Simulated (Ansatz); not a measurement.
# Dielectric response of BN (10-10) films, part 5 of 6

How well do thin wurtzite BN (10-10) films screen a perpendicular field?

Ansatz 0.2.0; plane-wave DFT, PBEsol, Ansatz PAW (the session's first sound run).

So far. Step 23 (Relaxation, 24 atoms, units 6): The gap is 3.79 eV, with the valence edge 6.50 eV and the conduction edge 2.71 eV under the upper vacuum level. Step 24 (The relaxed film, single point, 24 atoms, units 6): The gap is 3.79 eV, with the valence edge 6.50 eV and the conduction edge 2.71 eV under the upper vacuum level.

### 25. Atoms held, 24 atoms, units 6, field 0.05 V/Å

Contents of input.yaml:

```yaml
crystal:
  lattice:
    - [2.55, 0.0, 0.0]
    - [0.0, 4.22, 0.0]
    - [0.0, 0.0, 29.7779454915]
  atoms:
    - { symbol: B, position: [0.0, 0.0295697022, 0.3108264973] }
    - { symbol: "N", position: [0.0, 0.3569080056, 0.3052912203] }
    - { symbol: B, position: [0.5, 0.4932551645, 0.3244161187] }
    - { symbol: "N", position: [0.5, 0.8677340224, 0.3247655726] }
    - { symbol: B, position: [0.5, 0.0048906016, 0.37767995] }
    - { symbol: "N", position: [0.5, 0.374470382, 0.377407491] }
    - { symbol: B, position: [0.0, 0.4982127522, 0.4013021138] }
    - { symbol: "N", position: [0.0, 0.8743235691, 0.401054566] }
    - { symbol: B, position: [0.0, 0.0011016712, 0.4508006542] }
    - { symbol: "N", position: [0.0, 0.3747839274, 0.4510302788] }
    - { symbol: B, position: [0.5, 0.5000030268, 0.4754285143] }
    - { symbol: "N", position: [0.5, 0.8747471545, 0.4751535018] }
    - { symbol: B, position: [0.5, 3.0267e-06, 0.5245714856] }
    - { symbol: "N", position: [0.5, 0.3747471537, 0.5248464989] }
    - { symbol: B, position: [0.0, 0.5011016704, 0.5491993461] }
    - { symbol: "N", position: [0.0, 0.8747839278, 0.5489697209] }
    - { symbol: B, position: [0.0, -0.0017872459, 0.5986978863] }
    - { symbol: "N", position: [0.0, 0.3743235716, 0.5989454338] }
    - { symbol: B, position: [0.5, 0.5048906043, 0.6223200505] }
    - { symbol: "N", position: [0.5, 0.8744703854, 0.6225925087] }
    - { symbol: B, position: [0.5, -0.0067448267, 0.6755838818] }
    - { symbol: "N", position: [0.5, 0.3677340305, 0.6752344268] }
    - { symbol: B, position: [0.0, 0.5295697094, 0.6891735029] }
    - { symbol: "N", position: [0.0, 0.8569080134, 0.6947087792] }
kpoints:
  mp_grid: { grid: [10, 6, 1] }
hamiltonian:
  xc: pbesol
scf:
  occupations: { method: fixed }
  convergence: { dr2_threshold: 1.0e-10 }
efield:
  axis: 3
  dipole_correction: true
  ramp_position: 0.97
  ramp_width: 0.06
  amplitude: 0.05
output:
  write_potential: true
  write_density: true
  volumetric_format: npy
```

Started as:

```bash
> ansatz run input.yaml --threads 4 --pin off --max-ram 8192MiB --backend cpu --events-out ev --progress --plain --runs-dir out
```

Numbers of over 12 decimals in the logs are rounded to 6 here.

The log of the run:

```text
[...]
Crystal: 24 atoms, lattice volume = 320.440 Å³
Basis set: ecut = 420 eV, 6265 PW (Γ)
Bands: 72, of which v1, the nominal top of the filled ones, is band 48 counted from 1 (47 counted from 0)
Symmetry: 2 space group operations
k-points: 24 of 60 (time reversal used)
[...]
k-point 0: bands = [... 44 lower, 0.9012, 1.0984, 1.2435, 1.2609, 6.5939, 6.7924, 7.4916, 7.7039, ... 20 higher]
  k-point 1: bands = [... 44 lower, 0.6818, 0.9969, 1.0655, 1.1030, 6.5127, 6.6825, 7.5432, 7.7182, ... 20 higher]
  k-point 2: bands = [... 44 lower, 0.1667, 0.5795, 1.0221, 1.1233, 6.2404, 6.3857, 7.6902, 7.7612, ... 20 higher]
  k-point 23: bands = [... 44 lower, -1.7770, -1.7014, 0.3902, 0.5094, 4.9896, 5.1064, 8.0918, 8.1107, ... 20 higher]
[key lines of the parts left out:]
SCF converged after 13 iterations
Free energy (F): -6402.579632 eV
Fermi energy:    1.261785 eV
Dipole field:    D = 0.018583 V/Å  (p = 0.032908 e·Å, saw-weighted, corrected)
```

Elapsed: 42 s, on 4 threads of Intel Xeon at 2.50GHz (Skylake/Cascade Lake), shared host; peak memory 1.1 GiB; 2.7 min of CPU time.

The dipole is 0.0329 e·Å, and the gap on the mesh 3.728 eV.

### 26. Single point, 24 atoms, units 6, field -0.05 V/Å

input.yaml: that of step 25 with these lines changed.

```diff
@@ -42,3 +42,3 @@
   ramp_width: 0.06
-  amplitude: 0.05
+  amplitude: -0.05
 output:
```

The log of the run:

```text
[...]
Crystal: 24 atoms, lattice volume = 320.440 Å³
Basis set: ecut = 420 eV, 6265 PW (Γ)
Bands: 72, of which v1, the nominal top of the filled ones, is band 48 counted from 1 (47 counted from 0)
Symmetry: 2 space group operations
k-points: 24 of 60 (time reversal used)
[...]
k-point 0: bands = [... 44 lower, 0.9012, 1.0984, 1.2435, 1.2609, 6.5939, 6.7924, 7.4917, 7.7039, ... 20 higher]
  k-point 1: bands = [... 44 lower, 0.6818, 0.9969, 1.0655, 1.1030, 6.5127, 6.6825, 7.5432, 7.7182, ... 20 higher]
  k-point 2: bands = [... 44 lower, 0.1667, 0.5795, 1.0221, 1.1233, 6.2404, 6.3857, 7.6902, 7.7612, ... 20 higher]
  k-point 23: bands = [... 44 lower, -1.7770, -1.7014, 0.3902, 0.5094, 4.9896, 5.1064, 8.0918, 8.1107, ... 20 higher]
[key lines of the parts left out:]
SCF converged after 13 iterations
Free energy (F): -6402.579632 eV
Fermi energy:    1.261786 eV
Dipole field:    D = -0.018583 V/Å  (p = -0.032908 e·Å, saw-weighted, corrected)
```

Elapsed: 43 s, on 4 threads; peak memory 1.1 GiB; 2.7 min of CPU time.

The dipole is -0.0329 e·Å, and the gap on the mesh 3.728 eV.

### 27. Response with the atoms held, 24 atoms, units 6

This step: plane-wave DFT, PBEsol, Ansatz PAW; response to a field along the normal, atoms held (Ansatz 0.2.0).

Local field over the applied field, running mean. From the potentials at -0.05 and 0.05 V/Å; running mean over 2.208 Å, taken twice. Local field over applied field against z:

```
z (Å)  local field over applied field
    5                           0.996
    6                           0.972
    7                           0.856
    8                           0.598
    9                           0.325
   10                           0.200
   11                           0.193
   12                           0.205
   13                           0.212
   14                           0.215
   15                           0.216
   16                           0.215
   17                           0.211
   18                           0.202
   19                           0.190
   20                           0.214
   21                           0.376
   22                           0.664
   23                           0.894
   24                           0.982
   25                           0.998
```

The induced dipole is that of a conductor 11.07 Å thick.

### 28. Relaxing in the field, 24 atoms, units 6, field 0.05 V/Å

This step: plane-wave DFT, PBEsol, Ansatz PAW (Ansatz 0.2.0).

The same pair of relaxations in the field for this thickness.

input.yaml: that of step 26 with these lines changed.

```diff
@@ -42,3 +42,6 @@
   ramp_width: 0.06
-  amplitude: -0.05
+  amplitude: 0.05
+relax:
+  f_tol: 0.0006
+  max_steps: 70
 output:
```

The log of the run:

```text
[...]
Crystal: 24 atoms, lattice volume = 320.440 Å³
Basis set: ecut = 420 eV, 6265 PW (Γ), exchange–correlation on 36×60×400 points (8 copies of the dense FFT grid, shifted against one another)
Bands: 72, of which v1, the nominal top of the filled ones, is band 48 counted from 1 (47 counted from 0)
Symmetry: 2 space group operations
k-points: 24 of 60 (time reversal used)
[...]
- { symbol: B, position: [0.0, -0.00173352, 0.598705] }
    - { symbol: N, position: [0.0, 0.374380, 0.598937] }
    - { symbol: B, position: [0.5, 0.504946, 0.622334] }
    - { symbol: N, position: [0.5, 0.874533, 0.622580] }
    - { symbol: B, position: [0.5, -0.0065896, 0.675598] }
    - { symbol: N, position: [0.5, 0.367887, 0.675224] }
    - { symbol: B, position: [0.0, 0.529714, 0.689186] }
    - { symbol: N, position: [0.0, 0.857039, 0.694694] }
[key lines of the parts left out:]
SCF converged after 5 iterations
Free energy (F): -6402.579758 eV
Fermi energy:    1.259305 eV
Dipole field:    D = 0.020258 V/Å  (p = 0.035874 e·Å, saw-weighted, corrected)
```

Run time: 3 min. Hardware: 4 threads; peak memory 0.97 GiB; 7.4 min of CPU time.

The relaxation took 4 steps and lowered the energy by 7.4e-5 eV; the largest force on the free atoms ends at 3.6e-4 eV/Å.

The dipole is 0.0359 e·Å, and the gap on the mesh 3.751 eV.

### 29. Relaxing in the field, 24 atoms, units 6, field -0.05 V/Å

The opposite sign, again from the field-free geometry; the difference of the two cancels what relaxes without a field.

input.yaml: that of step 28 with these lines changed.

```diff
@@ -42,3 +42,3 @@
   ramp_width: 0.06
-  amplitude: 0.05
+  amplitude: -0.05
 relax:
```

The log of the run:

```text
[...]
Crystal: 24 atoms, lattice volume = 320.440 Å³
Basis set: ecut = 420 eV, 6265 PW (Γ), exchange–correlation on 36×60×400 points (8 copies of the dense FFT grid, shifted against one another)
Bands: 72, of which v1, the nominal top of the filled ones, is band 48 counted from 1 (47 counted from 0)
Symmetry: 2 space group operations
k-points: 24 of 60 (time reversal used)
[...]
- { symbol: B, position: [0.0, -0.0018449, 0.598692] }
    - { symbol: N, position: [0.0, 0.374266, 0.598953] }
    - { symbol: B, position: [0.5, 0.504831, 0.622305] }
    - { symbol: N, position: [0.5, 0.874403, 0.622605] }
    - { symbol: B, position: [0.5, -0.00689068, 0.675571] }
    - { symbol: N, position: [0.5, 0.367589, 0.675245] }
    - { symbol: B, position: [0.0, 0.529425, 0.689161] }
    - { symbol: N, position: [0.0, 0.856784, 0.694723] }
[key lines of the parts left out:]
SCF converged after 5 iterations
Free energy (F): -6402.579758 eV
Fermi energy:    1.259305 eV
Dipole field:    D = -0.020258 V/Å  (p = -0.035875 e·Å, saw-weighted, corrected)
```

Elapsed: 3.6 min, on 4 threads; peak memory 0.98 GiB.

The relaxation took 4 steps and lowered the energy by 7.4e-5 eV; the largest force on the free atoms ends at 3.6e-4 eV/Å.

The dipole is -0.0359 e·Å, and the gap on the mesh 3.751 eV.

### 30. Response with the atoms relaxed, 24 atoms, units 6

This step: plane-wave DFT, PBEsol, Ansatz PAW; response to a field along the normal, atoms relaxed (Ansatz 0.2.0).

Local field over the applied field, running mean. From the potentials at -0.05 and 0.05 V/Å; running mean over 2.208 Å, taken twice. Table of local field over applied field by z:

z (Å), local field over applied field and a bar:
```
        5      0.997 ##############################
        6      0.972 #############################
        7      0.853 #########################
        8      0.575 ################
        9      0.270 ######
       10      0.108 
       11      0.101 
       12      0.134 #
       13      0.144 ##
       14      0.147 ##
       15      0.147 ##
       16      0.148 ##
       17      0.142 #
       18      0.129 #
       19      0.099 
       20      0.122 #
       21      0.330 ########
       22      0.649 ##################
       23      0.891 ##########################
       24      0.982 #############################
       25      0.998 ##############################
```

The induced dipole is that of a conductor 12.06 Å thick.

### 31. Relaxing the film, 32 atoms, units 8

This step: plane-wave DFT, PBEsol, Ansatz PAW (Ansatz 0.2.0).

System of this step: BN (10-10), 8 units. The cell holds 32 atoms: 16 B and 16 N. Its edges and angles: a = 2.550 Å, b = 4.220 Å, c = 34.195 Å, α = 90.0°, β = 90.0°, γ = 90.0°. It derives from BN (wurtzite BN). Vacuum lies along c.

The next thickness, treated alike, so that differences show the interior and the faces cancel.

Contents of input.yaml:

```yaml
crystal:
  lattice:
    - [2.55, 0.0, 0.0]
    - [0.0, 4.22, 0.0]
    - [0.0, 0.0, 34.1946750508]
  atoms:
    - { symbol: B, position: [0.0, 0.0, 0.2631988749] }
    - { symbol: "N", position: [0.0, 0.375, 0.2631988749] }
    - { symbol: B, position: [0.5, 0.5, 0.2847262499] }
    - { symbol: "N", position: [0.5, 0.875, 0.2847262499] }
    - { symbol: B, position: [0.5, 0.0, 0.3277809999] }
    - { symbol: "N", position: [0.5, 0.375, 0.3277809999] }
    - { symbol: B, position: [0.0, 0.5, 0.3493083749] }
    - { symbol: "N", position: [0.0, 0.875, 0.3493083749] }
    - { symbol: B, position: [0.0, 0.0, 0.3923631249] }
    - { symbol: "N", position: [0.0, 0.375, 0.3923631249] }
    - { symbol: B, position: [0.5, 0.5, 0.4138905] }
    - { symbol: "N", position: [0.5, 0.875, 0.4138905] }
    - { symbol: B, position: [0.5, 0.0, 0.45694525] }
    - { symbol: "N", position: [0.5, 0.375, 0.45694525] }
    - { symbol: B, position: [0.0, 0.5, 0.478472625] }
    - { symbol: "N", position: [0.0, 0.875, 0.478472625] }
    - { symbol: B, position: [0.0, 0.0, 0.521527375] }
    - { symbol: "N", position: [0.0, 0.375, 0.521527375] }
    - { symbol: B, position: [0.5, 0.5, 0.54305475] }
    - { symbol: "N", position: [0.5, 0.875, 0.54305475] }
    - { symbol: B, position: [0.5, 0.0, 0.5861095] }
    - { symbol: "N", position: [0.5, 0.375, 0.5861095] }
    - { symbol: B, position: [0.0, 0.5, 0.6076368751] }
    - { symbol: "N", position: [0.0, 0.875, 0.6076368751] }
    - { symbol: B, position: [0.0, 0.0, 0.6506916251] }
    - { symbol: "N", position: [0.0, 0.375, 0.6506916251] }
    - { symbol: B, position: [0.5, 0.5, 0.6722190001] }
    - { symbol: "N", position: [0.5, 0.875, 0.6722190001] }
    - { symbol: B, position: [0.5, 0.0, 0.7152737501] }
    - { symbol: "N", position: [0.5, 0.375, 0.7152737501] }
    - { symbol: B, position: [0.0, 0.5, 0.7368011251] }
    - { symbol: "N", position: [0.0, 0.875, 0.7368011251] }
kpoints:
  mp_grid: { grid: [10, 6, 1] }
hamiltonian:
  xc: pbesol
scf:
  occupations: { method: fixed }
  convergence: { dr2_threshold: 1.0e-09 }
efield:
  axis: 3
  dipole_correction: true
  ramp_position: 0.97
  ramp_width: 0.06
relax:
  f_tol: 0.003
  max_steps: 100
output:
  write_potential: true
  write_density: true
  volumetric_format: npy
```

The log of the run:

```text
[...]
Crystal: 32 atoms, lattice volume = 367.969 Å³
Basis set: ecut = 420 eV, 7181 PW (Γ), exchange–correlation on 36×60×480 points (8 copies of the dense FFT grid, shifted against one another)
Bands: 96, of which v1, the nominal top of the filled ones, is band 64 counted from 1 (63 counted from 0)
Symmetry: 2 space group operations
[...]
- { symbol: B, position: [0.500000, 0.504870, 0.670818] }
    - { symbol: N, position: [0.500000, 0.874454, 0.671076] }
    - { symbol: B, position: [0.500000, -0.00682875, 0.717210] }
    - { symbol: N, position: [0.500000, 0.367678, 0.716896] }
    - { symbol: B, position: [-6.131777394700191e-18, 0.529511, 0.729040] }
    - { symbol: N, position: [-7.701780449812171e-18, 0.856841, 0.733869] }
[key lines of the parts left out:]
SCF converged after 5 iterations
Free energy (F): -8537.783955 eV
Fermi energy:    2.568892 eV
Dipole field:    D = 0.000000 V/Å  (p = 0.000000 e·Å, saw-weighted, corrected)
Work function:   Φ+ = 6.4604 eV   Φ− = 6.4604 eV
```

Run time: 9.8 min. Hardware: 4 threads; peak memory 1.3 GiB; 23 min of CPU time.

Running mean over 2.208 Å of the planar mean; the ramp of the sawtooth is left out. Electron's electrostatic potential energy less the highest filled level against z:

```csv
z (Å),electron's electrostatic potential energy less the highest filled level (eV)
4,6.46
5,6.46
6,6.45
7,6.28
8,2.50
9,-7.09
10,-9.48
11,-8.75
12,-9.12
13,-9.08
14,-9.07
15,-9.12
16,-9.06
17,-9.12
18,-9.07
19,-9.11
20,-9.10
21,-9.06
22,-9.16
23,-8.80
24,-9.62
25,-7.87
26,0.506
27,6.12
28,6.44
29,6.46
30,6.46
```

The relaxation took 7 steps and lowered the energy by 2.6 eV; the largest force on the free atoms ends at 0.0014 eV/Å.

The gap is 3.75 eV, with the valence edge 6.46 eV and the conduction edge 2.71 eV under the upper vacuum level.

### 32. Side by side

Times are for 4 threads of Intel Xeon at 2.50GHz (Skylake/Cascade Lake), shared host. The runs compared:

| no. | units | gap by band count (eV) | ionisation energy, upper face (eV) | electron affinity, upper face (eV) | time | memory (GiB) |
| --- | --- | --- | --- | --- | --- | --- |
| 1 | 3 | 3.586 | 6.186 | 2.600 | 61 s | 0.65 |
| 2 | 4 | 3.713 | 6.399 | 2.686 | 94 s | 0.75 |
| 3 | 5 | 3.776 | 6.484 | 2.708 | 2.1 min | 0.87 |
| 4 | 6 | 3.790 | 6.502 | 2.713 | 2.8 min | 1.00 |
| 5 | 8 | 3.746 | 6.460 | 2.715 | 9.8 min | 1.3 |

The valence density, planar mean (3) oscillates, so the rows of the table below give means over windows of 1 Å about each position, cut where the curve ends. Its maxima inside the range that stand out by 2 % of the span (Å: e/Å³): 9.4: 1.10, 11.6: 1.01, 13.7: 1.10. Its minima: 10.4: 0.328, 12.7: 0.328.

The runs together. The valence density, planar mean by z; means over each step:

| z (Å) | 3 (e/Å³) | 4 (e/Å³) | 5 (e/Å³) | 6 (e/Å³) | 8 (e/Å³) |
| --- | --- | --- | --- | --- | --- |
| 5 | 7.9e-6 | 8.1e-6 | 8.2e-6 | 8.0e-6 | 8.0e-6 |
| 6 | 1.5e-4 | 1.6e-4 | 1.5e-4 | 1.5e-4 | 1.5e-4 |
| 7 | 0.00334 | 0.00336 | 0.00332 | 0.00327 | 0.00315 |
| 8 | 0.0878 | 0.0869 | 0.0856 | 0.0845 | 0.0806 |
| 9 | 0.788 | 0.769 | 0.763 | 0.760 | 0.754 |
| 10 | 0.625 | 0.642 | 0.649 | 0.651 | 0.659 |
| 11 | 0.650 | 0.648 | 0.646 | 0.642 | 0.637 |
| 12 | 0.747 | 0.750 | 0.751 | 0.754 | 0.759 |
| 13 | 0.527 | 0.557 | 0.558 | 0.557 | 0.553 |
| 14 | 0.885 | 0.834 | 0.830 | 0.829 | 0.831 |
| 15 | 0.141 | 0.467 | 0.496 | 0.499 | 0.501 |
| 16 | 0.00543 | 0.936 | 0.872 | 0.864 | 0.859 |
| 17 | 2.4e-4 | 0.245 | 0.460 | 0.493 | 0.499 |
| 18 | 1.2e-5 | 0.0106 | 0.907 | 0.844 | 0.834 |
| 19 | 0 | 4.7e-4 | 0.393 | 0.525 | 0.552 |
| 20 | 0 | 2.4e-5 | 0.0206 | 0.804 | 0.756 |
| 21 | 0 | 1.4e-6 | 8.6e-4 | 0.571 | 0.645 |
| 22 | 0 | 0 | 4.4e-5 | 0.0412 | 0.654 |
| 23 | 0 | 0 | 3.9e-6 | 0.00271 | 0.907 |

(Continued in part 6 of 6.)

[Logs are printed without paths, hosts, clocks, repeated set-up lines and the standing remarks that a program may print on its own settings, such as how far it seeks lower states.]

[Hosts, paths, dates, database ids (printed as entryN), source tags and the programs' standing remarks are cut or masked in the printed files.]

[Maps of the electrostatic potential energy from Ansatz leave out the sawtooth potential of an applied field or a dipole correction, so their vacuum need not be flat; planar profiles and work functions include it.]
